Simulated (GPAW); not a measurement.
Write an ASE script for GPAW 26.7.0 that does the following.

```yaml
Task: single point
Functional: LDA
Potentials_or_basis: the program's PAW data sets (release 1.2.1) made for this functional
Cutoff: 450 eV
Basis: pw
k_mesh: 6 × 6 × 6
Occupations: fermi-dirac, width 0.05 eV
Spin: no spin polarisation
Maxiter: 80
```

Crystal: HgSe.

```
Hg Se
1.0
     0.00000    3.03900    3.03900
     3.03900    0.00000    3.03900
     3.03900    3.03900    0.00000
Hg Se
1 1
Direct
  0.00000 0.00000 0.00000
  0.75000 0.75000 0.75000
```

One way to write it, as run:

run.py

```python
from ase import Atoms
from ase.dft.bandgap import bandgap
from ase.io import write
from ase.units import GPa
from gpaw import GPAW, PW

atoms = Atoms(['Hg', 'Se'],
              cell=[[0.0, 3.039, 3.039],
                    [3.039, 0.0, 3.039],
                    [3.039, 3.039, 0.0]],
              scaled_positions=[[0.0, 0.0, 0.0],
                                [0.75, 0.75, 0.75]],
              pbc=True)

calc = GPAW(mode=PW(450),
            xc='LDA',
            kpts={'size': (6, 6, 6), 'gamma': True},
            occupations={'name': 'fermi-dirac', 'width': 0.05},
            nbands=18,
            convergence={'density': 1e-05, 'energy': 1e-05},
            maxiter=80,
            txt='gpaw.txt')
atoms.calc = calc
energy = atoms.get_potential_energy()
forces = atoms.get_forces()
stress = atoms.get_stress()
calc.write('gs.gpw')
write('result.traj', atoms)
print(f'Energy: {energy:.6f} eV')
print('Forces (eV/A):')
print(forces.round(4))
print('Stress (GPa):', (stress / GPa).round(3))
print('Fermi level:', round(calc.get_fermi_level(), 4), 'eV')
print(f'Gap: {bandgap(calc)[0]:.4f} eV, direct: {bandgap(calc, direct=True)[0]:.4f} eV')
```

Potentials or basis: the program's PAW data sets (release 1.2.1) made for this functional, pw.

Command:

```bash
$ OMP_NUM_THREADS=1 python run.py
```

Results of the run:

```yaml
Pressure: -0.4 GPa
Band_gap_on_the_k_mesh: none (metal or under the smearing width)
```

Caveat: the cutoff is short for stress and forces, so pressures can be off by a GPa or more.

Wall time 13 s on 1 thread of Intel(R) Xeon(R) Platinum 8259CL CPU @ 2.50GHz (Skylake/Cascade Lake), with other jobs on the host, peak memory 0.15 GiB.
